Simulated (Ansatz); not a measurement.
# BeS: pressure up to the limit of the methods

An exercise on one series of results from a longer session: the logs are not shown, and one member is left open.

Method: DFT r²SCAN, with the methods named in each step, in Ansatz 0.2.0.

1 further run of the same task is left out (it didn't finish).

### The system as given

It takes space group F-43m (No. 216, cubic). The conventional cell has a = 4.722 Å, b = 4.722 Å, c = 4.722 Å, α = 90.00°, β = 90.00°, γ = 90.00°. Be (site symmetry -43m) has 4 S at 2.04 Å as nearest neighbours. S (site symmetry -43m) has 4 Be at 2.04 Å as nearest neighbours.

Structure file:

```
Be S
1.0
     0.00000    2.36117    2.36117
     2.36117    0.00000    2.36117
     2.36117    2.36117    0.00000
Be S
1 1
Direct
  0.00000 0.00000 0.00000
  0.25000 0.25000 0.25000
```

Whether this phase is the stable one at these pressures isn't tested.

Atoms are numbered in the order of the input: Be1, S2.

Set-up of the first run:

File input.yaml:

```yaml
crystal:
  lattice:
    - [0.0, 2.3611663926, 2.3611663926]
    - [2.3611663926, 0.0, 2.3611663926]
    - [2.3611663926, 2.3611663926, 0.0]
  atoms:
    - { symbol: Be, position: [0.0, 0.0, 0.0] }
    - { symbol: S, position: [0.25, 0.25, 0.25] }
kpoints:
  mp_grid: { grid: [15, 15, 15] }
scf:
  occupations: { method: fermi_dirac, width: 0.05 }
hamiltonian:
  xc: r2scan
  pseudopotentials: { kind: paw }
output:
  forces: true
  stress: true
relax:
  f_tol: 0.005
  max_steps: 40
  cell: {}
```

Started as:

```sh
> ansatz run input.yaml --threads 1 --pin off --max-ram 2048MiB --backend cpu --events-out ev --progress --plain --runs-dir out
```

Steps of the session up to this table: Cell relaxed at zero pressure, PAW; Volume scaled by 1, PAW; Volume scaled by 0.92, PAW; Volume scaled by 0.84, PAW; Volume scaled by 0.76, PAW; Volume scaled by 0.68, PAW; Volume scaled by 0.6, PAW; Volume scaled by 0.52, PAW; Volume scaled by 0.45, PAW; Volume scaled by 0.45, PAW (source ansatz).

One table of the session follows, with a row left open; its other results are not shown here.

| method | volume over the first | volume (Å³/atom) | pressure (GPa) | gap on the k mesh (eV) |
| --- | --- | --- | --- | --- |
| PAW | 1 | 14.424 | 0.01 | 3.62 |
| PAW | 0.92 | 13.270 | 9.51 | 3.43 |
| PAW | 0.84 | 12.116 | 23.53 | 3.17 |
| PAW | 0.76 | 10.962 | 44.53 | 2.84 |
| PAW | 0.68 | 9.808 | 76.65 | 2.41 |
| PAW | 0.6 | ? | ? | ? |
| PAW | 0.52 | 7.501 | 209.65 | 1.14 |
| PAW | 0.45 | 6.491 | 329.04 | 0.38 |
| PAW (source ansatz) | 0.45 | 6.491 | 329.26 | 0.38 |

Estimate the missing values for PAW, 0.6.

The run gave: volume (Å³/atom): 8.654; pressure (GPa): 127.16; gap on the k mesh (eV): 1.86. In the column «volume (Å³/atom)» it lies between PAW, 0.52 (7.501) and PAW, 0.68 (9.808).
